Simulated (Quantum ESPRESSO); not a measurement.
MnO2:

```
CELL_PARAMETERS angstrom
2.85496 0.00000 0.00000
-1.42748 2.47246 0.00000
0.00000 0.00000 10.22174
ATOMIC_POSITIONS crystal
Mn 0.00000 0.00000 0.50000
Mn 0.00000 0.00000 0.00000
O 0.66667 0.33333 0.40686
O 0.66667 0.33333 0.09314
O 0.33333 0.66667 0.59314
O 0.33333 0.66667 0.90686
```

Measurements of this composition are mostly on another form, of space group No. 136.

Base run:

```yaml
Program: Quantum ESPRESSO 7.5
Functional: PBEsol
Potentials_or_basis: GBRV 1.5 PBEsol
Cutoff: 612 eV
Density_cutoff: 4898 eV
k_mesh: 11 × 11 × 3
Occupations: fermi-dirac, width 0.05 eV
Spin: collinear spin, ferromagnetic start
Starting_moments: "[4.0, 4.0, 0.0, 0.0, 0.0, 0.0] μB"
```

Its results: band gap on the k mesh 0.81 eV, indirect (least direct gap 0.85 eV); pressure -1.7 GPa; net moment 6.00 μB per cell; site moments Mn +2.52; O +0.04 μB; largest force 0.148 eV/Å.

Problem. The run is repeated on the same cell with these changes: functional from PBEsol to LDA; potentials or basis from GBRV 1.5 PBEsol to GBRV 1.5 LDA. What comes out?

Solution. Band gap on the k mesh 0.49 eV, indirect (least direct gap 0.52 eV); pressure -7.5 GPa; net moment 6.00 μB per cell; site moments Mn +2.49; O +0.06 μB; largest force 0.536 eV/Å.

Caveats: only a ferromagnetic start was run, and an antiferromagnetic order may lie lower in energy; some levels on the path didn't converge (some runs).

Not every run made on this cell is shown here.
